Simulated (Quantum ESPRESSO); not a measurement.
Set up this calculation in Quantum ESPRESSO 7.5, as the native input.

* Task: single point
* Functional: PBE
* Potentials or basis: SG15 PBE 1.2
* Cutoff: 952 eV
* Density cutoff: 3810 eV
* k mesh: 11 × 11 × 11
* Occupations: fermi-dirac, width 0.05 eV
* Spin: no spin polarisation
* Mixing beta: 0.5
* Most SCF iterations: 120
* SCF threshold: 2e-10 Ry

Crystal: B.

```
B
1.0
     1.88524    0.00000    0.00000
     0.00000    1.88524    0.00000
     0.00000    0.00000    1.88524
B
1
Direct
  0.50000 0.50000 0.50000
```

The cell was built by a generator and needn't be a form met in nature.

These files were run (other wordings do the same):

pw.in

```
&CONTROL
  calculation = 'scf'
  prefix = 'pwscf'
  outdir = './tmp'
  pseudo_dir = './pseudo'
  tprnfor = .true.
  tstress = .true.
  disk_io = 'nowf'
/
&SYSTEM
  ibrav = 0
  nat = 1
  ntyp = 1
  ecutwfc = 70
  nbnd = 6
  occupations = 'smearing'
  smearing = 'fd'
  degauss = 0.00367493
/
&ELECTRONS
  conv_thr = 2d-10
  electron_maxstep = 120
  mixing_beta = 0.5
/
ATOMIC_SPECIES
B     10.8100 B_ONCV_PBE-1.2.upf
CELL_PARAMETERS angstrom
   1.8852400000    0.0000000000    0.0000000000
   0.0000000000    1.8852400000    0.0000000000
   0.0000000000    0.0000000000    1.8852400000
ATOMIC_POSITIONS crystal
B      0.5000000000    0.5000000000    0.5000000000
K_POINTS automatic
11 11 11 0 0 0
```

Potentials or basis: SG15 PBE 1.2.

Run with:

```bash
$ OMP_NUM_THREADS=1 mpirun -n 2 pw.x -nk 2 -in pw.in > pw.out
```

Results of the run:

* Pressure: -0.4 GPa
* Band gap on the k mesh: none (metal or under the smearing width)

Caveat: the k mesh is coarse.

Run time: 0.99 s on 2 MPI ranks on Arm Neoverse V2 (shared host), peak memory 0.1 GiB a rank.
